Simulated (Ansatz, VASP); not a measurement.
## One calculation of Ni, two programs

```
Ni
1.0
     2.19319    0.00000    0.00000
     0.00000    2.19319    0.00000
     0.00000    0.00000    2.19319
Ni
1
Direct
  0.00000 0.00000 0.00000
```

Alike in both runs: functional PBEsol; k mesh 18 × 18 × 18; occupations fermi-dirac, width 0.05 eV; collinear spin.

Ansatz relaxed the structure, and its values are those at the end. VASP's run is a single point on that final structure, the one shown.

|  | VASP | Ansatz |
| --- | --- | --- |
| version | VASP 6.6.1 | Ansatz 0.2.0 |
| potentials or method | VASP PAW PBE potentials, release 64 (Ni) | PAW with Ansatz's default frozen-core files, scalar-relativistic |
| plane-wave cutoff (eV) | 520 | 420 |
| valence electrons in the cell | 10 | 18 |

VASP gave:

```
net moment per atom (μB)                                      : 0.40
size of the moment on the site where the two differ most (μB) : 0.40
```

Task: Estimate Ansatz's values.

Result: net moment per atom (μB): 0.41; size of the moment on the site where the two differ most (μB): 0.41.

Site moments also hang on the region over which each program counts them. The two sets of potentials don't hold the same shells in valence.
